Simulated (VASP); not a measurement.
# LiCl (Fm-3m) in VASP: settings compared, part 2 of 2

VASP 6.6.1.

## Step 3: Band structure, HSE06

Contents of POSCAR:

```
LiCl                                    
1.0
    0.0000000000      2.5305222624      2.5305222624
    2.5305222624      0.0000000000      2.5305222624
    2.5305222624      2.5305222624      0.0000000000
  Li              Cl            
     1     1
Direct
     0.0000000000000000    0.0000000000000000    0.0000000000000000
     0.5000000000000000    0.5000000000000000    0.5000000000000000
```

Contents of INCAR.step1:

```
SYSTEM = LiCl
ALGO = Normal ; EDIFF = 1E-5
ENCUT = 520 ; GGA = PE
ISIF = 2 ; ISMEAR = 0
KPAR = 4 ; LASPH = .TRUE.
LCHARG = .FALSE. ; LREAL = .FALSE.
LWAVE = .TRUE. ; NELM = 80
PREC = Accurate ; SIGMA = 0.03
```

Contents of INCAR.step2:

```
SYSTEM = LiCl
ALGO = Normal ; EDIFF = 1E-6
ENCUT = 520 ; GGA = PE
HFSCREEN = 0.2 ; ISIF = 2
ISMEAR = 0 ; ISTART = 1
KPAR = 4 ; LASPH = .TRUE.
LCHARG = .FALSE. ; LHFCALC = .TRUE.
LREAL = .FALSE. ; LWAVE = .FALSE.
NELM = 80 ; PREC = Accurate
PRECFOCK = Fast ; SIGMA = 0.03
```

Contents of KPOINTS:

```
k-points
0
G
  6 6 6
  0 0 0
```

Contents of KPOINTS_OPT:

```
explicit points
6
Reciprocal
 0.0000000000  0.0000000000  0.0000000000 1
 0.3750000000  0.3750000000  0.7500000000 1
 0.5000000000  0.5000000000  0.5000000000 1
 0.6250000000  0.2500000000  0.6250000000 1
 0.5000000000  0.2500000000  0.7500000000 1
 0.5000000000  0.0000000000  0.5000000000 1
```

Potentials or basis: VASP PAW PBE potentials, release 64 (Li_sv, Cl).

On the command line:

```console
$ cat potpaw_PBE.64/Li_sv/POTCAR potpaw_PBE.64/Cl/POTCAR > POTCAR
$ cp INCAR.step1 INCAR
$ mpirun -np 4 vasp_std > vasp.out
$ cp INCAR.step2 INCAR
$ mpirun -np 4 vasp_std > vasp.out
```

OUTCAR:

```text
SYSTEM = LiCl
   EDIFF = 1E-6
   ENCUT = 520
   GGA = PE
   HFSCREEN = 0.2
   ISIF = 2
   ISMEAR = 0
   ISTART = 1
   LASPH = .TRUE.
   LHFCALC = .TRUE.
   LREAL = .FALSE.
   NELM = 80
   PREC = Accurate
   PRECFOCK = Fast

 ion  position               nearest neighbor table
   1  0.000  0.000  0.000-   2 2.53   2 2.53   2 2.53   2 2.53   2 2.53   2 2.53
   2  0.500  0.500  0.500-   1 2.53   1 2.53   1 2.53   1 2.53   1 2.53   1 2.53

  LATTYP: Found a face centered cubic cell.
 ALAT       =     5.0610445248

  Lattice vectors:

 A1 = (   0.0000000000,   2.5305222624,   2.5305222624)
 A2 = (   2.5305222624,   0.0000000000,   2.5305222624)
 A3 = (   2.5305222624,   2.5305222624,   0.0000000000)

Analysis of symmetry for initial positions (statically):
=====================================================================
 Subroutine PRICEL returns:
 Original cell was already a primitive cell.

 Routine SETGRP: Setting up the symmetry group for a
 face centered cubic supercell.

 Subroutine GETGRP returns: Found 48 space group operations
 (whereof 48 operations were pure point group operations)
 out of a pool of 48 trial point group operations.

The static configuration has the point symmetry O_h .

Analysis of symmetry for dynamics (positions and initial velocities):
=====================================================================
 Subroutine PRICEL returns:
 Original cell was already a primitive cell.

 Routine SETGRP: Setting up the symmetry group for a
 face centered cubic supercell.

 Subroutine GETGRP returns: Found 48 space group operations
 (whereof 48 operations were pure point group operations)
 out of a pool of 48 trial point group operations.

The dynamic configuration has the point symmetry O_h .

 Subroutine INISYM returns: Found 48 space group operations
 (whereof 48 operations are pure point group operations),
 and found     1 'primitive' translations

----------------------------------------------------------------------------------------

                                     Primitive cell

  volume of cell :      32.4086

  direct lattice vectors                    reciprocal lattice vectors
     0.000000000  2.530522262  2.530522262    -0.197587671  0.197587671  0.197587671
     2.530522262  0.000000000  2.530522262     0.197587671 -0.197587671  0.197587671
     2.530522262  2.530522262  0.000000000     0.197587671  0.197587671 -0.197587671

  length of vectors
     3.578698903  3.578698903  3.578698903     0.342231885  0.342231885  0.342231885

  position of ions in fractional coordinates (direct lattice)
     0.000000000  0.000000000  0.000000000
     0.500000000  0.500000000  0.500000000

  ion indices of the primitive-cell ions
   primitive index   ion index
                 1           1
                 2           2

----------------------------------------------------------------------------------------

 KPOINTS: k-points

Automatic generation of k-mesh.
 Grid dimensions read from file:
 generate k-points for:    6    6    6

 Generating k-lattice:

  Cartesian coordinates                     Fractional coordinates (reciprocal lattice)
    -0.032931278  0.032931278  0.032931278     0.166666667  0.000000000  0.000000000
[... 36 lines left out ...]
   dimension x,y,z NGXF=    56 NGYF=   56 NGZF=   56
   ions per type =               1   1
   NGX,Y,Z   is equivalent  to a cutoff of  13.01, 13.01, 13.01 a.u.
   NGXF,Y,Z  is equivalent  to a cutoff of  26.01, 26.01, 26.01 a.u.
 SYSTEM =  LiCl
   PREC   = accura    normal or accurate (medium, high low for compatibility)
   ISTART =      1    job   : 0-new  1-cont  2-samecut
   ICHARG =      0    charge: 1-file 2-atom 10-const
   ISPIN  =      1    spin polarized calculation?
   LNONCOLLINEAR =      F non collinear calculations
   LSORBIT =      F    spin-orbit coupling
   LASPH  =      T    aspherical Exc in radial PAW
   ENCUT  =  520.0 eV  38.22 Ry    6.18 a.u.   6.65  6.65  6.65*2*pi/ulx,y,z
   NELM   =     80;   NELMIN=  2; NELMDL=  0     # of ELM steps
   EDIFF  = 0.1E-05   stopping-criterion for ELM
   LREAL  =      F    real-space projection
   EDIFFG = 0.1E-04   stopping-criterion for IOM
   NSW    =      0    number of steps for IOM
   IBRION =     -1    ionic relax: 0-MD 1-quasi-New 2-CG
   NFREE  =      0    steps in history (QN), initial steepest desc. (CG)
   ISIF   =      2    stress and relaxation
   ISYM   =      3    0-nonsym 1-usesym 2-fastsym
   POTIM  = 0.5000    time-step for ionic-motion
   TEBEG  =    0.0;   TEEND  =   0.0 temperature during run
   PSTRESS=    0.0 pullay stress
   NELECT =      10.0000    total number of electrons
   NUPDOWN=      -1.0000    fix difference up-down
   EMIN   =  10.00;   EMAX   =-10.00  energy-range for DOS
   EFERMI =   0.00;   METHOD = LEGACY
   ISMEAR =     0;   SIGMA  =   0.03  broadening in eV -4-tet -1-fermi 0-gaus
   EFERMI_NEDOS =   21; number of points for ismear=-14 and -15
   IALGO  =     38    algorithm
   IMIX   =      1    mixing-type and parameters
     AMIX     =   0.40;   BMIX     =  1.00
     AMIX_MAG =   1.60;   BMIX_MAG =  1.00
  volume/ion in A,a.u.               =      16.20       109.35
  Fermi-wavevector in a.u.,A,eV,Ry     =   1.106254  2.090516 16.650767  1.223797
  Thomas-Fermi vector in A             =   2.242752
   LORBIT       =      0    0 simple, 1 ext, 2 COOP (PROOUT), +10 PAW based schemes
   GGA     = PE    functional components
   LHFCALC =     T    Hartree Fock is set to
   PRECFOCK=fast      Normal, Fast or Accurate (Low or Medium for compatibility)
   ENCUT4O =  -1.0   cutoff for four orbital integrals eV
   NKREDX  =     1    reduce k-point grid by
   NKREDY  =     1    reduce k-point grid by
   NKREDZ  =     1    reduce k-point grid by
   AEXX    =    0.2500 exact exchange contribution
   HFSCREEN=    0.2000 screening length (either q_TF or 0.3 A-1)
   HFSCREENC=   0.2000 screening length for correlation (either q_TF or 0.3 A-1)
   ENCUTFOCK=  -1.0 apply spherical cutoff to Coloumb kernel
   IVDW    =     0    specifies the selected vdW correction
   LEPSILON=     F    determine dielectric tensor
   LRPA    =     F    only Hartree local field effects (RPA)
 non-spin polarized calculation
 Gauss-broadening in eV      SIGMA  =   0.03
  energy-cutoff  :      520.00
  volume of cell :       32.41
 maximum number of plane-waves:       893
 NGX is ok and might be reduce to    28
  NGX = 16; NGY = 16; NGZ = 16

 number of electron       9.9999996 magnetization

 Free energy of the ion-electron system (eV)
  ---------------------------------------------------
  ext. energy  EPLUGINS =         0.00000000
  ---------------------------------------------------
  free energy    TOTEN  =        -8.47247129 eV

  energy without entropy =       -8.47247129  energy(sigma->0) =       -8.47247129

 E-fermi :   0.0793     XC(G=0):  -7.3875

 val. band max:       -0.0847046294   @ k =   0.0000   0.0000   0.0000
 cond. band min:       7.9219192808   @ k =   0.0000   0.0000   0.0000
 fundamental gap:      8.0066239102
 Fermi energy:         0.0793284365

 k-point     1 :       0.0000    0.0000    0.0000
  band No.  band energies     occupation
      1     -46.2946      2.00000
      2     -14.9092      2.00000
      3      -0.0847      2.00000
      4      -0.0847      2.00000
      5      -0.0847      2.00000
      6       7.9219      0.00000
      7      13.4431      0.00000
      8      13.4431      0.00000
      9      13.4431      0.00000
[... 169 lines left out ...]
 k-point    16 :      -0.3333    0.5000    0.1667
  band No.  band energies     occupation
      1     -46.2893      2.00000
      2     -13.9355      2.00000
      3      -2.9840      2.00000
      4      -1.9838      2.00000
      5      -1.3162      2.00000
      6      10.2631      0.00000
      7      10.7961      0.00000
      8      13.0713      0.00000
      9      13.2243      0.00000

------------------------ aborting loop because EDIFF is reached ----------------------------------------

  FORCE on cell =-STRESS in cart. coord.  units (eV):
  Direction    XX          YY          ZZ          XY          YZ          ZX
  --------------------------------------------------------------------------------------
  -------------------------------------------------------------------------------------
  Total        0.2125916      0.2125916      0.2125916     -0.0000000     -0.0000000     -0.0000000
  in kB       10.5098404     10.5098404     10.5098404     -0.0000000     -0.0000000     -0.0000000
  external PRESSURE =      10.5098404 kB  Pullay stress =       0.0000000 kB

 VOLUME and BASIS-vectors are now :
 -----------------------------------------------------------------------------
  energy-cutoff  :      520.00
  volume of cell :       32.41
      direct lattice vectors                 reciprocal lattice vectors
     0.000000000  2.530522262  2.530522262    -0.197587671  0.197587671  0.197587671
     2.530522262  0.000000000  2.530522262     0.197587671 -0.197587671  0.197587671
     2.530522262  2.530522262  0.000000000     0.197587671  0.197587671 -0.197587671

 POSITION                                       TOTAL-FORCE (eV/Angst)
 -----------------------------------------------------------------------------------
      0.00000      0.00000      0.00000         0.000000     -0.000000     -0.000000
      2.53052      2.53052      2.53052        -0.000000      0.000000      0.000000
 -----------------------------------------------------------------------------------
    total drift:                                0.000000      0.000000      0.000000

  FREE ENERGIE OF THE ION-ELECTRON SYSTEM (eV)
  ---------------------------------------------------
  free  energy   TOTEN  =        -8.4724712853 eV

  energy  without entropy=       -8.4724712853  energy(sigma->0) =       -8.47247129
```

It took 72 s on 4 MPI ranks of Intel Xeon Platinum 8259CL at 2.50GHz (Skylake/Cascade Lake), shared host; peak memory 0.26 GiB.

Results:

* Free energy: -8.4725 eV
* Band gap on the k mesh: 8.01 eV, direct
* Band gap along the path: 8.01 eV, direct

Levels at points of the mesh, in eV from the valence-band top:
```
           k point  band 1  band 2  band 3  band 4  band 5  band 6  band 7  band 8  band 9
(0.00, 0.00, 0.00)  -46.21  -14.82    0.00    0.00    0.00    8.01   13.53   13.53   13.53
(0.50, 0.00, 0.00)  -46.21  -14.14   -3.23   -0.30   -0.30    8.19   11.04   11.04   15.19
(0.50, 0.50, 0.00)  -46.20  -13.84   -3.32   -1.27   -1.27    9.42    9.58   14.54   16.21
```

Caveat: the cutoff is under 1.25 times the usual one of these potentials, so pressure, stress and relaxed cells hold a basis-set (Pulay) error; the PAW data sets were made with another functional, which shifts forces and pressure a little.

## Step 4: Band structure, PBE0

POSCAR is that of step 3.

INCAR.step1 is that of step 3.

Contents of INCAR.step2:

```
SYSTEM = LiCl
AEXX = 0.25 ; ALGO = Normal
EDIFF = 1E-6 ; ENCUT = 520
GGA = PE ; HFRCUT = -1
ISIF = 2 ; ISMEAR = 0
ISTART = 1 ; KPAR = 4
LASPH = .TRUE. ; LCHARG = .FALSE.
LHFCALC = .TRUE. ; LREAL = .FALSE.
LWAVE = .FALSE. ; NELM = 80
PREC = Accurate ; PRECFOCK = Fast
SIGMA = 0.03
```

KPOINTS is that of step 3.

KPOINTS_OPT is that of step 3.

On the command line:

```console
$ cat potpaw_PBE.64/Li_sv/POTCAR potpaw_PBE.64/Cl/POTCAR > POTCAR
$ cp INCAR.step1 INCAR
$ mpirun -np 4 vasp_std > vasp.out
$ cp INCAR.step2 INCAR
$ mpirun -np 4 vasp_std > vasp.out
```

Wall time 57 s (4 MPI ranks of Intel Xeon Platinum 8259CL at 2.50GHz (Skylake/Cascade Lake), shared host); peak memory 0.17 GiB.

Results (log left out):

```
Free energy             : -8.9758 eV
Band gap on the k mesh  : 8.71 eV, direct
Band gap along the path : 8.71 eV, direct
```

Levels at points of the mesh, in eV from the valence-band top:
```csv
k point,band 1,band 2,band 3,band 4,band 5,band 6,band 7,band 8,band 9
"(0.00, 0.00, 0.00)",-46.23,-14.86,0.00,0.00,0.00,8.71,14.27,14.27,14.27
"(0.50, 0.00, 0.00)",-46.23,-14.17,-3.27,-0.30,-0.30,8.90,11.78,11.78,15.92
"(0.50, 0.50, 0.00)",-46.23,-13.88,-3.35,-1.28,-1.28,10.15,10.30,15.27,16.95
```

Caveat: the cutoff is under 1.25 times the usual one of these potentials, so pressure, stress and relaxed cells hold a basis-set (Pulay) error; the PAW data sets were made with another functional, which shifts forces and pressure a little.

## Step 5: Band structure, PBE-EpsX

POSCAR is that of step 4.

Contents of INCAR.step1:

```
SYSTEM = LiCl
ALGO = Normal ; EDIFF = 1E-8
ENCUT = 520 ; GGA = PE
ISIF = 2 ; ISMEAR = 0
KPAR = 4 ; LASPH = .TRUE.
LCHARG = .FALSE. ; LEPSILON = .TRUE.
LREAL = .FALSE. ; LWAVE = .FALSE.
NELM = 80 ; PREC = Accurate
SIGMA = 0.03
```

Contents of KPOINTS.step1:

```
Automatic mesh
0
G
  10 10 10
  0 0 0
```

Contents of INCAR.step2:

```
SYSTEM = LiCl
ALGO = Normal ; EDIFF = 1E-5
ENCUT = 520 ; GGA = PE
ISIF = 2 ; ISMEAR = 0
KPAR = 4 ; LASPH = .TRUE.
LCHARG = .FALSE. ; LREAL = .FALSE.
LWAVE = .TRUE. ; NELM = 80
PREC = Accurate ; SIGMA = 0.03
```

Contents of KPOINTS.step2:

```
k-points
0
G
  6 6 6
  0 0 0
```

Contents of INCAR.step3:

```
SYSTEM = LiCl
AEXX = 0.3306 ; ALGO = Normal
EDIFF = 1E-6 ; ENCUT = 520
GGA = PE ; HFRCUT = -1
ISIF = 2 ; ISMEAR = 0
ISTART = 1 ; KPAR = 4
LASPH = .TRUE. ; LCHARG = .FALSE.
LHFCALC = .TRUE. ; LREAL = .FALSE.
LWAVE = .FALSE. ; NELM = 80
PREC = Accurate ; PRECFOCK = Fast
SIGMA = 0.03
```

Contents of KPOINTS.step3:

```
k-points
0
G
  6 6 6
  0 0 0
```

KPOINTS_OPT is that of step 4.

On the command line:

```console
$ cat potpaw_PBE.64/Li_sv/POTCAR potpaw_PBE.64/Cl/POTCAR > POTCAR
$ cp INCAR.step1 INCAR
$ cp KPOINTS.step1 KPOINTS
$ mpirun -np 4 vasp_std > vasp.out
$ cp INCAR.step2 INCAR
$ cp KPOINTS.step2 KPOINTS
$ mpirun -np 4 vasp_std > vasp.out
$ cp INCAR.step3 INCAR
$ cp KPOINTS.step3 KPOINTS
$ mpirun -np 4 vasp_std > vasp.out
```

Wall time 3.9 min (4 MPI ranks of Intel Xeon Platinum 8259CL at 2.50GHz (Skylake/Cascade Lake), shared host); peak memory 0.21 GiB.

Results (log left out):

| Property | Result |
| --- | --- |
| Free energy | -9.4981 eV |
| Band gap on the k mesh | 9.40 eV, direct |
| Band gap along the path | 9.40 eV, direct |

Levels at points of the mesh, in eV from the valence-band top:
```csv
k point,band 2,band 3,band 4,band 5,band 6,band 7,band 8,band 9
"(0.00, 0.00, 0.00)",-15.28,0.00,0.00,0.00,9.40,15.01,15.01,15.01
"(0.50, 0.00, 0.00)",-14.57,-3.35,-0.31,-0.31,9.58,12.51,12.51,16.73
"(0.50, 0.50, 0.00)",-14.27,-3.44,-1.32,-1.32,10.85,10.97,16.07,17.77
```

Caveat: the cutoff is under 1.25 times the usual one of these potentials, so pressure, stress and relaxed cells hold a basis-set (Pulay) error; the PAW data sets were made with another functional, which shifts forces and pressure a little.

## Step 6: Summary

| level | screening parameter | exchange at q = 0 | share of exact exchange | gap on the mesh (eV) |
| --- | --- | --- | --- | --- |
| PBE | - | - | - | 6.58 |
| HSE06 | 0.2 1/A | - | - | 8.01 |
| PBE0 | - | truncated | - | 8.71 |
| PBE-EpsX | - | truncated | 0.3306 | 9.40 |

Alike in all rows: task band structure; potentials or basis VASP PAW PBE potentials, release 64 (Li_sv, Cl); no spin polarisation; cell as given; k mesh 6 × 6 × 6; cutoff (eV) 520; smearing gaussian 0.03 eV.

On the cell as given the gap runs from 6.58 eV (PBE) to 9.40 eV (PBE-EpsX).

Caveats: the cutoff is under 1.25 times the usual one of these potentials, so pressure, stress and relaxed cells hold a basis-set (Pulay) error; the PAW data sets were made with another functional, which shifts forces and pressure a little (some runs).

Total energies depend on the potentials used, so only differences within one code and one set of settings carry meaning.
